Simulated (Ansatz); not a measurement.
The system is GaCuSe2.

```xyz
8
Lattice="-2.8096 2.8096 5.5130 2.8096 -2.8096 5.5130 2.8096 2.8096 -5.5130" Properties=species:S:1:pos:R:3 pbc="T T T"
Se    1.4048   -1.4013    4.1348
Se    1.4013    1.4048    6.8913
Se    1.4048    4.2108   -1.3783
Se    1.4083    1.4048    1.3783
Ga    2.8096    0.0000    2.7565
Ga    0.0000    0.0000    5.5130
Cu    0.0000    2.8096    2.7565
Cu    0.0000    0.0000    0.0000
```

Program: Ansatz 0.2.0. Alike in all runs: task band structure; potentials or basis Ansatz PAW; no spin polarisation; cell as given.

Question: Order these runs on this cell by their band gap on the k mesh, lowest first.
A. level HSE06; k mesh 4 × 4 × 4; cutoff (eV) 420; smearing fixed; level hse06; run kind scf
B. level LDA; k mesh 6 × 6 × 6; cutoff (eV) 420; smearing fixed; level lda; run kind scf
C. level PBE0; k mesh 4 × 4 × 4; cutoff (eV) 420; smearing fixed; level pbe0; run kind scf
D. level r2SCAN; k mesh 7 × 7 × 7; cutoff (eV) 500; smearing fermi-dirac 0.05 eV; points for each segment of the path 10
E. level PBE; k mesh 7 × 7 × 7; cutoff (eV) 420; smearing fermi-dirac 0.05 eV; points for each segment of the path 10

Answer: B (0.08 eV), E (0.24 eV), D (0.63 eV), A (1.43 eV), C (2.05 eV).

A k mesh can miss the band edges.

Not every run made on this cell is shown here.
